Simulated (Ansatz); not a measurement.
Given:

SrF₂ (fluorite) is sheared across one {100} plane: the third cell vector gains the shift, so faults repeat every 8.8 Å. The cut lies between planes 1.46 Å apart; the cell height is held.

```xyz
9
Lattice="4.1417 0.0000 0.0000 0.0000 4.1417 0.0000 2.0709 2.0709 8.7859" Properties=species:S:1:pos:R:3 pbc="T T T"
Sr     1.8983     1.8983     8.0538
Sr     1.8983     1.8983     2.1965
Sr     3.9691     3.9691     5.1251
F      3.9691     1.8983     0.7322
F      1.8983     3.9691     3.6608
F      3.9691     1.8983     6.5894
F      1.8983     3.9691     0.7322
F      3.9691     1.8983     3.6608
F      1.8983     3.9691     6.5894
```

In-plane vectors a = (4.142, 0.000) Å, b = (0.000, 4.142) Å, area 17.15 Å². The shift is s times the vector a + b (length 5.857 Å), so s = 1 restores the start. The shift is rigid: no atom relaxes. γ = [E(shift) − E(0)] / area.

All values below come from PBE (plane waves to 420 eV, PAW, scalar-relativistic; Ansatz, an electronic-structure program). k mesh 7×7×7 (Γ-centred), Fermi-Dirac smearing 0.05 eV. Energies are extrapolated to zero smearing. Faults lie only 8.8 Å apart, and holding the cell height and the atoms raises γ above its relaxed value. SrF2 was relaxed with its symmetry unable to fall. γ is measured from zero shift.

The scan covers s from 0.000 to 0.917 in 12 points.

**Question.** Does γ have a local minimum between the ends of the line, and at which s?

**Answer.** s = 0.500.

**Question.** At which s is γ highest?

**Answer.** s = 0.250 and s = 0.750.

**Question.** Which barrier is met on the easier way from s = 0 (or 1) to s = 0.500?

**Answer.** 1409 mJ/m².

**Question.** What is γ at the local minimum s = 0.500?

**Answer.** 926 mJ/m².

(The slope of γ gives the shear force per area between the displaced halves; near zero shift its curvature is an elastic stiffness.)
